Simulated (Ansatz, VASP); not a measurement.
H in VASP and in Ansatz

File INCAR:

```
SYSTEM = H
ALGO = Normal
EDIFF = 1E-6
ENCUT = 520
GGA = PS
ISIF = 2
ISMEAR = 0
LASPH = .True.
LCHARG = .False.
LREAL = .False.
LWAVE = .False.
NBANDS = 10
NELM = 100
PREC = Accurate
SIGMA = 0.02
```

The input KPOINTS:

```
k-points
0
Gamma
  6 6 6
  0 0 0
```

File POSCAR:

```
H
1.0
    2.5420747527     -2.4872537603      0.0000000000
    2.5420747527      2.4872537603      0.0000000000
    0.0000000000      0.0000000000      4.0132973875
H
4
Direct
    0.9532956300      0.0467043700      0.0685088900
    0.4532956300      0.5467043700      0.4314911100
    0.5467043700      0.4532956300      0.5685088900
    0.0467043700      0.9532956300      0.9314911100
```

Input for Ansatz:

```yaml
crystal:
  lattice:
    - [2.5420747527, -2.4872537603, 0.0]
    - [2.5420747527, 2.4872537603, 0.0]
    - [0.0, 0.0, 4.0132973875]
  atoms:
    - { symbol: H, position: [0.95329563, 0.04670437, 0.06850889] }
    - { symbol: H, position: [0.45329563, 0.54670437, 0.43149111] }
    - { symbol: H, position: [0.54670437, 0.45329563, 0.56850889] }
    - { symbol: H, position: [0.04670437, 0.95329563, 0.93149111] }
basis:
  ecutwfc: 420
kpoints:
  mp_grid: { grid: [6, 6, 6] }
hamiltonian:
  xc: pbesol
scf:
  occupations: { method: gaussian, width: 0.02 }
output:
  forces: true
  stress: true
  eigenvalues: true
```

Alike in both runs: task single point; functional PBEsol; k mesh 6 × 6 × 6; occupations gaussian, width 0.02 eV; no spin polarisation.

```csv
,VASP,Ansatz
version,VASP 6.6.1,Ansatz 0.2.0
potentials or method,"VASP PAW PBE potentials, release 64 (H)","scalar-relativistic, plane waves, PAW"
plane-wave cutoff (eV),520,420
valence electrons in the cell,4,4
```

VASP gave:

| Property | Result |
| --- | --- |
| gap on the k mesh at the Fermi level (eV) | 9.22 |
| least direct gap on the mesh (eV) | 9.93 |
| pressure (GPa) | 2.1 |
| largest component of the traceless stress (GPa) | 2.22 |
| rms of the force components (eV/Å) | 0.859 |

Problem. What did Ansatz give for the same quantities?

Solution. gap on the k mesh at the Fermi level (eV): 9.22; least direct gap on the mesh (eV): 9.94; pressure (GPa): 2.3; largest component of the traceless stress (GPa): 2.24; rms of the force components (eV/Å): 0.859.

Atom by atom the forces differ by 0.000 eV/Å (rms over components).

Caveats: the PAW data sets were made with another functional, which shifts forces and pressure a little (VASP). A k mesh can miss the band edges.
